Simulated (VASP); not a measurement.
## KI: single point with PBE

**Measured values to compare with.**

From a printed reference work, monograph, for a bulk crystal of KI: band gap 6.32 eV.

Crystal: KI.

```
K I
1.0
     0.00000    3.53277    3.53277
     3.53277    0.00000    3.53277
     3.53277    3.53277    0.00000
K I
1 1
Direct
  0.00000 0.00000 0.00000
  0.50000 0.50000 0.50000
```

* Program: VASP 6.6.1
* Task: single point
* Functional: PBE
* Potentials or basis: VASP PAW PBE potentials, release 64 (K_sv, I)
* Cutoff: 520 eV
* k mesh: 4 × 4 × 4
* Occupations: gaussian, width 0.01 eV
* Spin: no spin polarisation

* Pressure: 0.6 GPa
* Band gap on the k mesh: 3.96 eV, direct

Levels at points of the mesh, in eV from the valence-band top:
| k point | band 5 | band 6 | band 7 | band 8 | band 9 | band 10 | band 11 | band 12 |
| --- | --- | --- | --- | --- | --- | --- | --- | --- |
| (0.00, 0.00, 0.00) | -10.50 | 0.00 | 0.00 | 0.00 | 3.96 | 6.50 | 6.50 | 6.50 |
| (0.50, 0.00, 0.00) | -10.22 | -1.32 | -0.34 | -0.34 | 5.52 | 7.71 | 8.14 | 8.14 |
| (0.50, 0.50, 0.00) | -10.36 | -1.00 | -0.37 | -0.37 | 4.93 | 5.77 | 8.10 | 8.71 |

Run time: 22 s on 1 thread of Intel(R) Xeon(R) Platinum 8375C CPU @ 2.90GHz (Ice Lake), with other jobs on the host, peak memory 0.22 GiB.

Measured gap of KI: 6.32 eV (a printed reference work, monograph). This calculation gives 3.96 eV (-2.36 eV). Spin-orbit coupling on I is left out. The value is that of PBE, without temperature or zero-point motion. Semilocal functionals fall short of measured gaps as a rule.

Caveat: spin-orbit coupling is left out, which moves the levels of the heavy elements.
